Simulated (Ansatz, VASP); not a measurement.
# MoS2 in VASP and in Ansatz

```
Mo S
1.0
     3.22746    0.00000    0.00000
    -1.61373    2.79507    0.00000
     0.00000    0.00000    6.31247
Mo S
1 2
Direct
  0.00000 0.00000 0.50000
  0.66667 0.33333 0.74468
  0.33333 0.66667 0.25532
```

Measurements of this composition are mostly on another form, of space group No. 194.

Alike in both runs: functional PBEsol; k mesh 9 × 9 × 4; occupations fermi-dirac, width 0.05 eV; no spin polarisation; Hubbard terms Mo d U = 4.0 eV.

|  | VASP | Ansatz |
| --- | --- | --- |
| version | VASP 6.6.1 | Ansatz 0.2.0 |
| potentials or method | VASP PAW PBE potentials, release 64 (Mo_sv, S) | Ansatz PAW |
| plane-wave cutoff (eV) | 520 | 420 |
| valence electrons in the cell | 26 | 26 |
| task | single point | band structure |

VASP gave:

```
gap on the k mesh at the Fermi level (eV)       : none
pressure (GPa)                                  : -1.2
largest component of the traceless stress (GPa) : 1.99
rms of the force components (eV/Å)              : 0.099
```

**Question.** What did Ansatz give for the same quantities?

**Answer.** gap on the k mesh at the Fermi level (eV): none; pressure (GPa): -3.5; largest component of the traceless stress (GPa): 2.28; rms of the force components (eV/Å): 0.007.

The programs project onto different local orbitals, so the same U acts differently. Atom by atom the forces differ by 0.106 eV/Å (rms over components). A gap of «none» marks a metal or a gap that the smearing closes.

Caveats: this functional lacks dispersion, which binds the layers, so the pressure and a relaxed spacing across them are unreliable; U without spin polarisation on a metal has little footing; the PAW data sets were made with another functional, which shifts forces and pressure a little (VASP); the PAW data sets come from PBE, with cores solved anew for the run's functional, which leaves a small shift of forces and pressure (Ansatz).
